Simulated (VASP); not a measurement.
Wanted: the native input for a VASP 6.6.1 run.

```
Task                   : single point
Functional             : r2SCAN
Potentials or basis    : VASP PAW PBE potentials, release 64 (Mn_pv, S)
Cutoff                 : 520 eV
k mesh                 : 5 × 5 × 4
Occupations            : gaussian, width 0.05 eV
Spin                   : collinear spin, ferromagnetic start
Starting moments       : [4.0, 4.0, 0.0, 0.0] μB
Hubbard terms          : Mn d U = 3 eV
Further INCAR settings : ALGO = Normal; EDIFF = 1e-07
```

The structure of MnS lies in POSCAR:

```
MnS
1.0
    4.3056791600      0.0000000000      0.0000000000
    0.0000000000      4.3056791600      0.0000000000
    0.0000000000      0.0000000000      5.3605806400
Mn S
2 2
Direct
    0.0000000000      0.5000000000      0.0000000000
    0.5000000000      0.0000000000      0.5000000000
    0.0000000000      0.0000000000      0.2500000000
    0.0000000000      0.0000000000      0.7500000000
```

Measurements of this composition are mostly on another form, of space group No. 225.

One way to write it, as run:

INCAR

```
SYSTEM = MnS
  PREC = Accurate
  ENCUT = 520
  EDIFF = 1E-7
  ISMEAR = 0
  SIGMA = 0.05
  LREAL = .False.
  LASPH = .True.
  NELM = 150
  ALGO = Normal
  ISIF = 2
  LWAVE = .False.
  LCHARG = .False.
  ISPIN = 2
  MAGMOM = 4 4 0 0
  LORBIT = 11
  LMAXMIX = 4
  LDAU = .True.
  LDAUTYPE = 2
  LDAUL = 2 -1
  LDAUU = 3 0
  LDAUJ = 0 0
  LDAUPRINT = 1
  METAGGA = R2SCAN
  LMIXTAU = .True.
```

KPOINTS

```
Automatic mesh
0
Gamma
  5 5 4
  0 0 0
```

Potentials or basis: VASP PAW PBE potentials, release 64 (Mn_pv, S).

The run is started by

```bash
$ cat potpaw_PBE.64/Mn_pv/POTCAR potpaw_PBE.64/S/POTCAR > POTCAR
$ mpirun -np 1 vasp_std > vasp.out
```

It gave:

The pressure is -0.1 GPa. The band gap on the k mesh is none (metal or under the smearing width), the net moment is 9.24 μB per cell and the site moments are Mn +4.53; S -0.08 μB. The valence electrons inside the program's atomic spheres are Mn 11.27; S 3.72.

Caveat: the PAW data sets were made with another functional, which shifts forces and pressure a little; only a ferromagnetic start was run, and an antiferromagnetic order may lie lower in energy.

It took 3.6 min on 1 thread of Intel(R) Xeon(R) 6975P-C (Granite Rapids), with other jobs on the host, peak memory 0.28 GiB.
